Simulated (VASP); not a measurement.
**SnTe: single point with PBE**

**What was measured.**

From a printed reference work, textbook, for a bulk crystal of SnTe at 300 K: band gap 0.18 eV (direct).

The system is SnTe.

```
CELL_PARAMETERS angstrom
0.00000 3.18935 3.18935
3.18935 0.00000 3.18935
3.18935 3.18935 0.00000
ATOMIC_POSITIONS crystal
Sn 0.00000 0.00000 0.00000
Te 0.50000 0.50000 0.50000
```

| Property | Result |
| --- | --- |
| Program | VASP 6.6.1 |
| Task | single point |
| Functional | PBE |
| Potentials or basis | VASP PAW PBE potentials, release 64 (Sn_d, Te) |
| Cutoff | 500 eV |
| k mesh | 8 × 8 × 8 |
| Occupations | fermi-dirac, width 0.02 eV |
| Spin | no spin polarisation |
| Dipole correction | no |
| Further INCAR settings | ALGO = Normal; EDIFF = 1e-06; NBANDS = 17 |

The pressure is 0.6 GPa. The band gap on the k mesh is 0.01 eV.

Levels at points of the mesh, in eV from the valence-band top:
```csv
k point,band 6,band 7,band 8,band 9,band 10,band 11,band 12,band 13,band 14,band 15
"(0.00, 0.00, 0.00)",-12.56,-4.84,-2.07,-2.07,-2.07,3.25,3.25,3.25,4.79,4.79
"(0.50, 0.00, 0.00)",-11.37,-8.17,-1.74,-1.74,0.00,0.01,0.40,0.40,7.67,8.61
"(0.50, 0.50, 0.00)",-11.10,-6.47,-5.35,-3.59,-3.59,2.29,4.72,4.72,6.09,8.88
```

Wall time 12 s on 1 thread of Intel(R) Xeon(R) 6975P-C (Granite Rapids) (shared host), peak memory 0.2 GiB.

Measured gap of SnTe: 0.18 eV (direct; 300 K; a printed reference work, textbook). This calculation gives 0.01 eV (-0.17 eV). Spin-orbit coupling on Sn, Te is left out. The value is that of PBE on a finite k mesh, which can miss the band edges, without temperature or zero-point motion. Semilocal functionals fall short of measured gaps as a rule.

Caveat: spin-orbit coupling is left out, which moves the levels of the heavy elements.
